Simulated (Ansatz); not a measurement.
# Rh: a line through an energy map

How does the energy of Rh (Fm-3m, No. 225; 1 atom in the cell) vary with equal normal strain along x and y, at engineering shear strain xy = −10 %?

Program: Ansatz 0.2.0. Level of theory: DFT PBE, scalar-relativistic, plane waves, PAW. These are calculated values, not measurements.

1 further run of the same task is left out (it didn't finish).

**1. The structure to begin with**

It takes space group Fm-3m (No. 225, cubic). The conventional cell has a = 3.830 Å, b = 3.830 Å, c = 3.830 Å, α = 90.00°, β = 90.00°, γ = 90.00°. Around Rh (site symmetry m-3m) lie 12 Rh at 2.71 Å.

Coordinates:

```xyz
1
Lattice="0.0000 1.9151 1.9151 1.9151 0.0000 1.9151 1.9151 1.9151 0.0000" Properties=species:S:1:pos:R:3 pbc="T T T"
Rh    0.0000    0.0000    0.0000
```

This cell was relaxed beforehand with the same method: volume 14.05 Å³/atom, gap on the mesh none (metal).

**2. What is varied**

The energy is mapped over two homogeneous strains (x along [1 0 0], y along [0 1 0], z along [0 0 1] of the conventional cell).

- engineering shear strain xy: 7 values from −30 to 30 %
- equal normal strain along x and y: 7 values from −4.00 to 4.00 %

Nothing else is relaxed (symmetry fixes all fractional coordinates). Energies count from the relaxed crystal. Points are written as (first, second).

**3. Grid point (−10 %, −4.00 %)**

Input file input.yaml:

```yaml
crystal:
  lattice:
    - [-0.0957526211, 1.8384503252, 1.9150524221]
    - [1.8384503252, -0.0957526211, 1.9150524221]
    - [1.7426977041, 1.7426977041, 0.0]
  atoms:
    - { symbol: Rh, position: [0.0, 0.0, 0.0] }
basis:
  ecutwfc: 420
kpoints:
  mp_grid: { grid: [20, 20, 20] }
hamiltonian:
  xc: pbe
  pseudopotentials: { kind: paw, azcp: { folder: soft_1 } }
scf:
  occupations: { method: gaussian, width: 0.15 }
output:
  forces: true
  stress: true
  eigenvalues: true
```

Run with:

```sh
$ ansatz run input.yaml --threads 1 --pin off --max-ram 2048MiB --backend cpu --events-out ev --progress --plain --runs-dir out
```

The session goes on with these runs: the other points of the line.

Before running it: what results should come out? Wanted: for each run, equal normal strain along x and y; energy; slope; pressure.

The runs gave:

```
equal normal strain along x and y (%)  step  energy (meV/atom)  slope (meV/atom per %)  pressure (GPa)
                                −4.00     3                229                     −66            31.4
                                −2.67     4                155                     −45            20.7
                                −1.33     5                107                     −27            11.4
                                 0.00     6                 82                     −11             3.5
                                 1.33     7                 77                       3            −3.3
                                 2.67     8                 90                      15            −9.1
                                 4.00     9                118                      26           −14.0
```

Energies count from the relaxed crystal. Slopes come from the forces (and the stress, where the cell changes), not from differences of energies.

What this shows: Along the line the energy is lowest at 1.33 %, 77 meV/atom from the zero. Energies and slopes round the minimum, fitted together, put the minimum at 1.015 %, with a curvature of about 10 meV/atom per %². Divided by the reference volume, that is a stiffness of about 1200 GPa for this pattern of strain. The highest point computed, at −4.00 %, lies 151 meV/atom above the lowest. This is one cut through a surface in two coordinates; the map's lowest point lies off it.
